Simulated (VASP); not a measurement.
A run of VASP 6.6.1 is set up as follows.

INCAR

```
  ALGO = Normal
  EDIFF = 1E-8
  ENCUT = 520
  GGA = PS
  IBRION = 8
  ISIF = 2
  ISMEAR = 0
  LASPH = T
  LCHARG = T
  LEPSILON = T
  LREAL = F
  LWAVE = F
  NBANDS = 19
  NELM = 60
  NSW = 1
  PREC = Accurate
  SIGMA = 0.01
```

File KPOINTS:

```
k-points
0
Gamma
  4 4 4
```

POSCAR

```
SrCl2
1.0
    0.0000000000      3.4538300359      3.4538300359
    3.4538300359      0.0000000000      3.4538300359
    3.4538300359      3.4538300359      0.0000000000
Sr Cl
1 2
Direct
    0.0000000000      0.0000000000      0.0000000000
    0.7500000000      0.7500000000      0.7500000000
    0.2500000000      0.2500000000      0.2500000000
```

Potentials or basis: VASP PAW PBE potentials, release 64 (Sr_sv, Cl).

Launch:

```sh
$ cat potpaw_PBE.64/Sr_sv/POTCAR potpaw_PBE.64/Cl/POTCAR > POTCAR
$ mpirun -np 1 vasp_std > vasp.out
```

(1) Estimate the electronic dielectric tensor (diagonal).

(2) What does it give for the Born charges (mean of the diagonal)?

(3) What does it give for the highest phonon frequency at Γ, LO-TO splitting left out?

Results:

(1) 3.03.

(2) Sr +2.50; Cl -1.25 e.

(3) 182 cm⁻¹.

Caveat: the k mesh is coarse (spacing up to 0.39 Å⁻¹), so the values aren't converged.
